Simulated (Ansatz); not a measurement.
# TiO2 (I4_1/amd): equation of state with a fit

Where is the equilibrium volume of TiO2 (I4_1/amd), and how stiff is it? The task is an equation of state with a fit, for TiO2 (I4_1/amd).

Computed with Ansatz 0.2.0, driven from Python. Level of theory: DFT PBEsol, plane waves, PAW.

## Step 1: The system

Symmetry: I4_1/amd, No. 141, tetragonal system. Conventional cell: a = 3.784 Å, b = 3.784 Å, c = 9.515 Å, α = 90.00°, β = 90.00°, γ = 90.00°. Ti (site symmetry -4m2) has 6 O at 1.93 to 1.98 Å as nearest neighbours. O (site symmetry 2mm) is surrounded by 3 Ti at 1.93 to 1.98 Å.

No structure file is read: the coordinates are typed or built in the script.

## Step 2: Script

run_eos.py reads:

```python
'''Energy against volume for TiO2, with a fit.'''

import warnings

import ansatz as az
import numpy as np
from pymatgen.analysis.eos import EOS

params = {
    'functional': 'pbesol',
    'cutoff_ev': 420,
    'mesh': (8, 8, 8),
}

vectors0 = np.array([
    [-1.8921, 1.8921, 4.7573],
    [1.8921, -1.8921, 4.7573],
    [1.8921, 1.8921, -4.7573],
])
sites = [
    ('Ti', [0.0, 0.0, 0.0]),
    ('Ti', [0.75, 0.25, 0.5]),
    ('O', [0.2081, 0.2081, 0.0]),
    ('O', [0.9581, 0.4581, 0.5]),
    ('O', [0.5419, 0.0419, 0.5]),
    ('O', [0.7919, 0.7919, 0.0]),
]


def make_crystal(cell):
    crystal = az.Crystal(lattice=az.Lattice.of(cell))
    for symbol, position in sites:
        crystal = crystal.atom(symbol, position)
    return crystal

warnings.simplefilter('ignore', az.DeckWarning)

# scale the volume, keep shape and fractions
volumes, energies = [], []
for scale in np.linspace(0.94, 1.06, 7):
    cell = vectors0 * scale ** (1 / 3)
    model = (
        make_crystal(cell).calculation()
        .functional(params['functional'])
        .pseudopotentials('paw')
        .basis(params['cutoff_ev'])
        .occupations(az.OccupationsMethod.COLD, width=20 * az.meV)
        .kpoints(*params['mesh'])
    )
    rep = model.run().report
    volumes.append(abs(np.linalg.det(cell)) / len(sites))
    energies.append(rep['free_energy_ev'] / len(sites))
    print(f'V = {volumes[-1]:8.4f} A^3/atom  F = {energies[-1]:.5f} eV/atom')

for form in ['murnaghan', 'pourier_tarantola']:
    fit = EOS(eos_name=form).fit(volumes, energies)
    print(f'{form:18s} V0 {fit.v0:8.4f} A^3/atom  B0 {fit.b0_GPa:7.1f} GPa  B1 {fit.b1:5.2f}')
```

## Step 3: What the engine is handed

The engine receives this input (first run):

```yaml
crystal:
  lattice:
    - [-1.8534748763007138, 1.8534748763007138, 4.660184994992541]
    - [1.8534748763007138, -1.8534748763007138, 4.660184994992541]
    - [1.8534748763007138, 1.8534748763007138, -4.660184994992541]
  atoms:
    - { symbol: Ti, position: [0.0, 0.0, 0.0] }
    - { symbol: Ti, position: [0.75, 0.25, 0.5] }
    - { symbol: O, position: [0.2081, 0.2081, 0.0] }
    - { symbol: O, position: [0.9581, 0.4581, 0.5] }
    - { symbol: O, position: [0.5419, 0.0419, 0.5] }
    - { symbol: O, position: [0.7919, 0.7919, 0.0] }
basis:
  ecutwfc: 420.0
kpoints:
  mp_grid:
    grid: [8, 8, 8]
hamiltonian:
  xc: pbesol
  pseudopotentials:
    kind: paw
scf:
  occupations:
    method: cold
    width: 0.02
```

## Step 4: Launch

Launch:

```
$ python run_eos.py
```

Standard output:

```text
V =  10.6730 A^3/atom  F = -1199.92882 eV/atom
V =  10.9001 A^3/atom  F = -1199.94498 eV/atom
V =  11.1271 A^3/atom  F = -1199.95356 eV/atom
V =  11.3542 A^3/atom  F = -1199.95524 eV/atom
V =  11.5813 A^3/atom  F = -1199.95074 eV/atom
V =  11.8084 A^3/atom  F = -1199.94075 eV/atom
V =  12.0355 A^3/atom  F = -1199.92572 eV/atom
murnaghan          V0  11.2996 A^3/atom  B0   221.6 GPa  B1  4.29
pourier_tarantola  V0  11.2996 A^3/atom  B0   222.2 GPa  B1  4.27
```

Run time: 72 s. Hardware: 1 thread of Arm Neoverse N1, shared host; peak memory 0.52 GiB.

## Step 5: What changed from run to run

The engine's inputs for some of the other runs:

Run 2, against run 1:

```diff
@@ -3,3 +3,3 @@
-    - [-1.8534748763007138, 1.8534748763007138, 4.660184994992541]
-    - [1.8534748763007138, -1.8534748763007138, 4.660184994992541]
-    - [1.8534748763007138, 1.8534748763007138, -4.660184994992541]
+    - [-1.8665279463362727, 1.8665279463362727, 4.693004280484938]
+    - [1.8665279463362727, -1.8665279463362727, 4.693004280484938]
+    - [1.8665279463362727, 1.8665279463362727, -4.693004280484938]
```

Run 4, against run 1:

```diff
@@ -3,3 +3,3 @@
-    - [-1.8534748763007138, 1.8534748763007138, 4.660184994992541]
-    - [1.8534748763007138, -1.8534748763007138, 4.660184994992541]
-    - [1.8534748763007138, 1.8534748763007138, -4.660184994992541]
+    - [-1.8921, 1.8921, 4.7573]
+    - [1.8921, -1.8921, 4.7573]
+    - [1.8921, 1.8921, -4.7573]
```

Run 7, against run 1:

```diff
@@ -3,3 +3,3 @@
-    - [-1.8534748763007138, 1.8534748763007138, 4.660184994992541]
-    - [1.8534748763007138, -1.8534748763007138, 4.660184994992541]
-    - [1.8534748763007138, 1.8534748763007138, -4.660184994992541]
+    - [-1.9292094213050754, 1.9292094213050754, 4.85060408010921]
+    - [1.9292094213050754, -1.9292094213050754, 4.85060408010921]
+    - [1.9292094213050754, 1.9292094213050754, -4.85060408010921]
```

## Step 6: The runs side by side

The 7 runs, in the order started:

```tsv
run	volume (Å³/atom)	energy from run 4 (meV/atom)	SCF cycles	CPU time (s)
1	10.673	26.42	7	9.4
2	10.900	10.26	7	9.6
3	11.127	1.68	7	10
4	11.354	0.00	7	8.9
5	11.581	4.50	7	9.7
6	11.808	14.49	7	9.9
7	12.035	29.52	7	10
```

## Step 7: Summary of results

```
                      quantity           value
                 runs compared               7
               range of energy  29.52 meV/atom
lowest point, volume (Å³/atom)          11.354
      equilibrium volume (fit)   11.30 Å³/atom
            bulk modulus (fit)         222 GPa
```

What this shows: A third-order Birch-Murnaghan fit through the 7 points (the script's own form differs a little) has its minimum at 11.30 Å³ an atom, 0.5 % below the typed cell, with a bulk modulus of 222 GPa and dB/dP = 4.3. From that minimum the energy rises by 26.6 meV an atom on the compressed side and 29.7 meV on the expanded side. Notes:
- The run is spin-unpolarised.
- Shape and fractional positions are held along the curve, so the bulk modulus is an upper value where they are free to relax.
